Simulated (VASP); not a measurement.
Wanted: the native input for a VASP 6.6.1 run.

| Property | Result |
| --- | --- |
| Task | relaxation of cell and atoms |
| Functional | PBEsol |
| Potentials or basis | VASP PAW PBE potentials, release 64 (Zn, Cu, Sn_d, S) |
| Cutoff | 600 eV |
| k mesh | 10 × 10 × 10 |
| Occupations | gaussian, width 0.03 eV |
| Spin | no spin polarisation |
| Further INCAR settings | ALGO = Normal; EDIFF = 1e-07; IBRION = 2; EDIFFG = -0.005; NSW = 90; ISIF = 3 |

The structure of ZnCu2SnS4 lies in POSCAR:

```
ZnCu2SnS4                               
1.0
   -2.6903155295      2.6903155397      5.3757952232
    2.6903155295     -2.6903155397      5.3757952232
    2.6903155397      2.6903155295     -5.3757952232
  Zn              Cu              Sn              S             
     1     2     1     4
Direct
     0.2500000000000000    0.7500000000000000    0.5000000000000000
     0.0000000000000000    0.0000000000000000    0.0000000000000000
     0.7500000000000000    0.2500000000000000    0.5000000000000000
     0.5000000000000000    0.5000000000000000    0.0000000000000000
     0.3705739971419558    0.8976146920361101    0.0086688371421905
     0.1023853079638899    0.1110541451060804    0.4729593051058528
     0.8889458548939196    0.3619051599997725    0.9913311628578094
     0.6380948400002275    0.6294260028580441    0.5270406948941473
```

One way to write it, as run:

INCAR

```
SYSTEM = ZnCu2SnS4
  ALGO = Normal
  EDIFF = 1E-7
  EDIFFG = -0.005
  ENCUT = 600
  GGA = PS
  IBRION = 2
  ISIF = 3
  ISMEAR = 0
  KPAR = 4
  LASPH = .TRUE.
  LCHARG = .FALSE.
  LREAL = .FALSE.
  LWAVE = .FALSE.
  NELM = 80
  NSW = 90
  PREC = Accurate
  SIGMA = 0.03
```

KPOINTS

```
k-points
0
G
  10 10 10
  0 0 0
```

Potentials or basis: VASP PAW PBE potentials, release 64 (Zn, Cu, Sn_d, S).

Run with:

```sh
$ cat potpaw_PBE.64/Zn/POTCAR potpaw_PBE.64/Cu/POTCAR potpaw_PBE.64/Sn_d/POTCAR potpaw_PBE.64/S/POTCAR > POTCAR
$ mpirun -np 4 vasp_std > vasp.out
```

It gave:

```json
{
 "Relaxed volume": "19.46 Å³/atom",
 "Relaxed cell": "a = 6.587 Å, b = 6.587 Å, c = 6.587 Å, α = 131.79°, β = 131.79°, γ = 70.56°",
 "Space group after relaxing (to 0.05 Å)": "I-4 (No. 82)",
 "Energy gained by relaxing": "0.0 meV/atom",
 "Ionic steps": "2",
 "Pressure after relaxing": "0.0 GPa",
 "Largest force after relaxing": "0.004 eV/Å",
 "Band gap on the k mesh": "0.14 eV, direct"
}
```

Caveat: the PAW data sets were made with another functional, which shifts forces and pressure a little; spin-orbit coupling is left out, which moves the levels of the heavy elements.

Run time: 19 min on 4 MPI ranks on AMD EPYC 7R13 Processor (Zen 3), with other jobs on the host, peak memory 1.2 GiB a rank.
